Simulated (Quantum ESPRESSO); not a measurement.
The system is MgSi.

```xyz
2
Lattice="2.9084 0.0000 0.0000 0.0000 2.9084 0.0000 0.0000 0.0000 4.1034" Properties=species:S:1:pos:R:3 pbc="T T T"
Si    1.4542    1.4542    2.0517
Mg    0.0000    0.0000    0.0000
```

The cell comes from a database or a generator and needn't be the stable form of this composition.

```yaml
Program: Quantum ESPRESSO 7.5
Task: phonons
Functional: LDA
Potentials_or_basis: JTH 2.0 LDA
Cutoff: 707 eV
Density_cutoff: 4245 eV
k_mesh: 9 × 9 × 7
Occupations: methfessel-paxton, width 0.272 eV
Spin: no spin polarisation
Form_of_the_LDA_correlation: PW92
Mixing_beta: 0.5
Most_SCF_iterations: 120
SCF_threshold: 4e-10 Ry
```

The cell and the atoms were relaxed first, to 16.69 Å³/atom (a = 2.941 Å, b = 2.941 Å, c = 3.859 Å, α = 90.00°, β = 90.00°, γ = 90.00°), and the response was taken there.

**Question.** Where do the zone-centre optical modes lie?

**Answer.** Eu at 214 cm⁻¹ (IR); A2u at 298 cm⁻¹ (IR).

Optical modes at Γ, degenerate ones joined:
```
cm⁻¹  components  symmetry  active in
 214           2        Eu         IR
 298           1       A2u         IR
```

Caveat: the mesh is thin for the phonons of a metal.
